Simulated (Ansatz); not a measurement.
# Rh: the cost of one run

Program: Ansatz 0.2.0. Level of theory: DFT PBE, scalar-relativistic, plane waves, PAW. These are calculated values, not measurements.

2 further runs of the same task are left out: 2 set aside as unsound or not needed.

## Step 1: The starting structure

The structure is hexagonal, space group P6_3/mmc (No. 194). Conventional cell: a = 2.716 Å, b = 2.716 Å, c = 8.849 Å, α = 90.00°, β = 90.00°, γ = 120.00°. Rh (site symmetry -3m) is surrounded by 12 Rh at 2.71 to 2.72 Å. Around Rh (site symmetry -6m2) lie 12 Rh at 2.71 to 2.72 Å.

As a file:

```
Rh
1.0
     2.71563    0.00000    0.00000
    -1.35781    2.35180    0.00000
     0.00000    0.00000    8.84892
Rh
4
Direct
  0.00000 0.00000 0.00000
  0.33333 0.66667 0.25000
  0.00000 0.00000 0.50000
  0.66667 0.33333 0.75000
```

It goes back to an entry of the Materials Project, which need not be the stable form.

This cell was relaxed beforehand with the same method: volume 14.13 Å³/atom, gap on the mesh none (metal).

## Step 2: Relaxing at 3 GPa

At a set pressure the run lowers the enthalpy E + PV, so the energy alone may rise along the way.

Contents of input.yaml:

```yaml
crystal:
  lattice:
    - [2.7156295271, 0.0, 0.0]
    - [-1.3578147635, 2.3518041577, 0.0]
    - [0.0, 0.0, 8.8489237806]
  atoms:
    - { symbol: Rh, position: [0.0, 0.0, 0.0] }
    - { symbol: Rh, position: [0.3333333333, 0.6666666667, 0.25] }
    - { symbol: Rh, position: [0.0, 0.0, 0.5] }
    - { symbol: Rh, position: [0.6666666667, 0.3333333333, 0.75] }
basis:
  ecutwfc: 420
kpoints:
  mp_grid: { grid: [18, 18, 6] }
hamiltonian:
  xc: pbe
scf:
  occupations: { method: fermi_dirac, width: 0.15 }
output:
  forces: true
  stress: true
  eigenvalues: true
relax:
  adjacent_minimum: "off"
  f_tol: 0.001
  max_steps: 60
  cell: { stress_tol: 0.02, p_target: 3.0 }
```

Started as:

```sh
$ ansatz run input.yaml --threads 1 --pin off --max-ram 3072MiB --backend cpu --events-out ev --progress --plain --runs-dir out
```

**Question.** How long does this run take on 1 thread of Intel Xeon Platinum 8259CL at 2.50GHz (Skylake/Cascade Lake), shared host, and how much memory does it need?

About 89 s, with a peak of 0.54 GiB.
